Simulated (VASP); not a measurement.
Set up this calculation in VASP 6.6.1, as the native input.

* Task: relaxation of cell and atoms
* Functional: BLYP
* Potentials or basis: VASP PAW PBE potentials, release 64 (Ru_pv, Al)
* Cutoff: 600 eV
* k mesh: 9 × 9 × 9
* Occupations: fermi-dirac, width 0.05 eV
* Spin: no spin polarisation
* Further INCAR settings: ALGO = Fast; EDIFF = 1e-06; IBRION = 2; EDIFFG = -0.005; NSW = 60; ISIF = 3

The structure of AlRu lies in POSCAR:

```
AlRu
1.0
    2.9916000000      0.0000000000      0.0000000000
    0.0000000000      2.9916000000      0.0000000000
    0.0000000000      0.0000000000      2.9916000000
Ru Al
1 1
Direct
    0.5000000000      0.5000000000      0.5000000000
    0.0000000000      0.0000000000      0.0000000000
```

These files were run (other wordings do the same):

INCAR

```
PREC = Accurate
ENCUT = 600
EDIFF = 1E-6
ISMEAR = -1
SIGMA = 0.05
LREAL = F
LASPH = T
NELM = 100
ALGO = Fast
ISIF = 3
LWAVE = F
LCHARG = F
GGA = B5
ALDAX = 1.0
AGGAX = 1.0
AGGAC = 1.0
ALDAC = 0.0
IBRION = 2
NSW = 60
EDIFFG = -0.005
```

KPOINTS

```
regular mesh
0
Gamma
  9 9 9
```

Potentials or basis: VASP PAW PBE potentials, release 64 (Ru_pv, Al).

The run is started by

```sh
$ cat potpaw_PBE.64/Ru_pv/POTCAR potpaw_PBE.64/Al/POTCAR > POTCAR
$ mpirun -np 1 vasp_std > vasp.out
```

It gave:

```
Relaxed volume                         : 14.04 Å³/atom
Relaxed cell                           : a = 3.039 Å, b = 3.039 Å, c = 3.039 Å, α = 90.00°, β = 90.00°, γ = 90.00°
Space group after relaxing (to 0.05 Å) : Pm-3m (No. 221)
Energy gained by relaxing              : 18.9 meV/atom
Ionic steps                            : 4
Pressure after relaxing                : 0.0 GPa
Band gap on the k mesh                 : none (metal or under the smearing width)
```

Caveat: the PAW data sets were made with another functional, which shifts forces and pressure a little.

Wall time 70 s on 1 thread of Intel(R) Xeon(R) Platinum 8375C CPU @ 2.90GHz (Ice Lake), with other jobs on the host, peak memory 0.15 GiB.
